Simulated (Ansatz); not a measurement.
The system is SnTe.

```
Te Sn
1.0
     0.00000    3.15085    3.15085
     3.15085    0.00000    3.15085
     3.15085    3.15085    0.00000
Te Sn
1 1
Direct
  0.50000 0.50000 0.50000
  0.00000 0.00000 0.00000
```

| Quantity | Value |
| --- | --- |
| Program | Ansatz 0.2.0 |
| Task | relaxation of cell and atoms |
| Functional | LDA |
| Potentials or basis | Ansatz PAW |
| Cutoff | 420 eV (not typed: the program's choice for these potentials) |
| k mesh | 7 × 7 × 7 |
| Occupations | fermi-dirac, width 0.05 eV |
| Spin | no spin polarisation |

At the start: volume 31.28 Å³/atom.

**Question.** How do energy, volume and symmetry change on relaxing?

**Answer.** It ends after 4 steps and the volume is 30.27 Å³/atom (-3.2 %); space group Fm-3m (No. 225, to 0.05 Å).

Step by step:
| step | energy change (eV) | largest force (eV/Å) | volume (Å³) |
| --- | --- | --- | --- |
| 1 | 0.0000 | 0.0000 | 62.56 |
| 2 | -0.0095 | 0.0000 | 59.75 |
| 3 | -0.0108 | 0.0000 | 60.54 |
| 4 | -0.0104 | 0.0000 | 60.54 |

Final structure:
```
CELL_PARAMETERS angstrom
0.00000 3.11649 3.11649
3.11649 0.00000 3.11649
3.11649 3.11649 0.00000
ATOMIC_POSITIONS crystal
Te 0.50000 0.50000 0.50000
Sn 0.00000 0.00000 0.00000
```

Caveat: the plane-wave basis is chosen anew once the cell has moved, so the energies of steps on either side of that aren't comparable; the PAW data sets come from PBE, with cores solved anew for the run's functional, which leaves a small shift of forces and pressure.
